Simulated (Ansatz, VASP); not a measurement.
**BeTe in VASP and in Ansatz**

```
Be Te
1.0
     0.00000    2.68031    2.68031
     2.68031    0.00000    2.68031
     2.68031    2.68031    0.00000
Be Te
1 1
Direct
  0.50000 0.50000 0.50000
  0.00000 0.00000 0.00000
```

Alike in both runs: functional PBE; k mesh 18 × 18 × 18; occupations gaussian, width 0.1 eV; no spin polarisation.

Ansatz relaxed the structure, and its values are those at the end. VASP's run is a single point on that final structure, the one shown.

|  | VASP | Ansatz |
| --- | --- | --- |
| version | VASP 6.6.1 | Ansatz 0.2.0 |
| potentials or method | VASP PAW PBE potentials, release 64 (Be, Te) | scalar-relativistic, plane waves, PAW |
| plane-wave cutoff (eV) | 520 | 420 |
| valence electrons in the cell | 8 | 18 |

```tsv
	VASP	Ansatz	Ansatz less VASP
gap on the k mesh at the Fermi level (eV)	none	none	-
pressure (GPa)	0.1	0.0	-0.07
```

A gap of «none» marks a metal or a gap that the smearing closes. With one functional, cell and mesh, what is left measures potentials, basis and numerics. The two sets of potentials don't hold the same shells in valence.

Spin-orbit coupling is left out, which matters for the levels of Te.
